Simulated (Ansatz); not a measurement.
The system is Re.

```
Re
1.0
     2.76080    0.00000    0.00000
    -1.38040    2.39092    0.00000
     0.00000    0.00000    4.45820
Re
2
Direct
  0.66667 0.33333 0.75000
  0.33333 0.66667 0.25000
```

- Program: Ansatz 0.2.0
- Task: relaxation of cell and atoms
- Functional: PBE
- Potentials or basis: Ansatz PAW
- Cutoff: 420 eV (not typed: the program's choice for these potentials)
- k mesh: 11 × 11 × 6
- Occupations: fermi-dirac, width 0.05 eV
- Spin: no spin polarisation

At the start: volume 14.71 Å³/atom.

Q: Where does the relaxation end?

A: It ends after 4 steps and the volume is 14.95 Å³/atom (+1.6 %); space group P6_3/mmc (No. 194, to 0.05 Å).

The path:
```csv
step,energy change (eV),largest force (eV/Å),volume (Å³)
1,0.0000,0.0000,29.43
2,-0.0082,0.0000,29.93
3,-0.0083,0.0000,29.90
4,-0.0087,0.0000,29.90
```

Final structure:
```xyz
2
Lattice="2.7748 0.0000 0.0000 -1.3874 2.4030 0.0000 0.0000 0.0000 4.4845" Properties=species:S:1:pos:R:3 pbc="T T T"
Re    1.3874    0.8010    3.3634
Re    0.0000    1.6020    1.1211
```

Caveat: the plane-wave basis is chosen anew once the cell has moved, so the energies of steps on either side of that aren't comparable.
